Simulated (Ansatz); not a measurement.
# Al3Ni: the cost of one run

Method: DFT PBE, scalar-relativistic, plane waves, PAW, in Ansatz 0.2.0.

## Step 1: The system as given

It takes space group P-6m2 (No. 187, hexagonal). Conventional cell: a = 2.735 Å, b = 2.735 Å, c = 8.785 Å, α = 90.00°, β = 90.00°, γ = 120.00°. Al (site symmetry -6m2) has 12 Al at 2.70 to 2.74 Å as nearest neighbours. Around Al (site symmetry 3m) lie 9 Al at 2.70 to 2.74 Å and 3 Ni at 2.70 Å. Ni (site symmetry -6m2) has 6 Al at 2.70 Å and 6 Ni at 2.74 Å as nearest neighbours.

As a file:

```cif
data_structure
_symmetry_space_group_name_H-M 'P 1'
_symmetry_Int_Tables_number 1
_cell_length_a 2.7350
_cell_length_b 2.7350
_cell_length_c 8.7848
_cell_angle_alpha 90.000
_cell_angle_beta 90.000
_cell_angle_gamma 120.000
_cell_volume 56.91
loop_
_atom_site_label
_atom_site_type_symbol
_atom_site_fract_x
_atom_site_fract_y
_atom_site_fract_z
_atom_site_occupancy
Al1 Al 0.33333 0.66667 0.50000 1
Al2 Al 0.66667 0.33333 0.25000 1
Al3 Al 0.66667 0.33333 0.75000 1
Ni1 Ni 0.33333 0.66667 0.00000 1
```

The start is an ordering of an alloy on its end members' structure types: elements ordered on the sites of the Tc type, Ni/Al on Tc (P-6m2, No. 187).

## Step 2: Probe: one point on a coarse mesh

Contents of input.yaml:

```yaml
crystal:
  lattice:
    - [2.73501667, 0.0, 0.0]
    - [-1.36750833, 2.36859391, 0.0]
    - [0.0, 0.0, 8.78478281]
  atoms:
    - { symbol: Al, position: [0.33333333, 0.66666667, 0.5] }
    - { symbol: Al, position: [0.66666667, 0.33333333, 0.25] }
    - { symbol: Al, position: [0.66666667, 0.33333333, 0.75] }
    - { symbol: Ni, position: [0.33333333, 0.66666667, 0.0], spin: 2.0 }
basis:
  ecutwfc: 420
kpoints:
  mp_grid: { grid: [6, 6, 2] }
hamiltonian:
  xc: pbe
scf:
  occupations: { method: gaussian, width: 0.1 }
  lower_state_search: "off"
output:
  forces: true
  stress: true
  eigenvalues: true
  populations: true
magnetization:
  spin_polarized: true
```

Command:

```console
$ ansatz run input.yaml --threads 1 --pin off --max-ram 2560MiB --backend cpu --events-out ev --progress --plain --runs-dir out
```

Q: Estimate wall time and peak memory on 1 thread of Arm Neoverse V2, shared host.

About 6.5 s, with a peak of 0.31 GiB.
